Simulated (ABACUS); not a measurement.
Crystal: Fe.

```
Fe
1.0
    -1.44300    1.44300    1.44300
     1.44300   -1.44300    1.44300
     1.44300    1.44300   -1.44300
Fe
1
Direct
  0.00000 0.00000 0.00000
```

Base run:

| Quantity | Value |
| --- | --- |
| Program | ABACUS 3.10.1 |
| Functional | WC |
| Potentials or basis | GBRV ultrasoft 1.5 PBEsol |
| Cutoff | 544 eV |
| Density cutoff | 4354 eV |
| Basis | plane waves |
| k mesh | 10 × 10 × 10 |
| Occupations | fermi-dirac, width 0.05 eV |
| Spin | collinear spin, ferromagnetic start |
| Starting moments | [3.0] μB |

Its results: band gap on the k mesh none (metal or under the smearing width); pressure -38.1 GPa; net moment 2.28 μB per cell.

Q: The run is repeated on the same cell with these changes: functional from WC to HLE16; potentials or basis from GBRV ultrasoft 1.5 PBEsol to PseudoDojo NC SR 0.5 PBE standard; cutoff from 544 eV to 1225 eV; density cutoff from 4354 eV to 4898 eV. What comes out?

A: Band gap on the k mesh none (metal or under the smearing width); pressure -20.1 GPa; net moment 2.70 μB per cell.

Caveats: the potentials were made for another functional, which shifts forces and pressure; a pressure of tens of GPa on the cell as given is suspect, and the run, the potentials or the cell itself is likely at fault (some runs); the potentials were made for a functional far from this one (some runs); so large a pressure means that the cell lies far from this level's equilibrium, or that cutoff or potentials fall short (some runs).
